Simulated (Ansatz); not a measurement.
# Calculated coordination and ¹⁷O quadrupole coupling for HfO2 at a changed volume

Cell: a structure deposited in the COD, relaxed with PBE at fixed cell and then changed (volume scaled by 1.04, ions relaxed).

```cif
data_HfO2
_symmetry_space_group_name_H-M 'Pbca'
_symmetry_Int_Tables_number 61
_cell_length_a 5.1264
_cell_length_b 10.1490
_cell_length_c 5.2964
_cell_angle_alpha 90.000
_cell_angle_beta 90.000
_cell_angle_gamma 90.000
loop_
_atom_site_label
_atom_site_type_symbol
_atom_site_symmetry_multiplicity
_atom_site_Wyckoff_symbol
_atom_site_fract_x
_atom_site_fract_y
_atom_site_fract_z
Hf Hf 8 c 0.7470 0.8841 0.9642
O9 O 8 c 0.8779 0.7882 0.6287
O17 O 8 c 0.5024 0.9782 0.2614
```

One atom of each set is listed.

Level of theory: DFT, PBE, plane waves and PAW, scalar-relativistic, 420 eV cutoff, Γ-centred 5×3×5 k-points, Fermi–Dirac smearing 0.02 eV (Ansatz 0.2.0).

Q(¹⁷O) = -25.58 mb.

(1) Order the O environments from the weakest to the strongest quadrupole coupling.
A. O17: 4 Hf at 2.18–2.24 Å
B. O9: 3 Hf at 2.07–2.18 Å

## Answers

(1) A (0.867 MHz, η = 0.89), B (1.85 MHz, η = 0.37).

Like point charges on the first shell alone (each adding as 1/d³) would give the same order.

Without spin–orbit coupling the gradients at and beside Hf can be off by some per cent, at some sites by more.
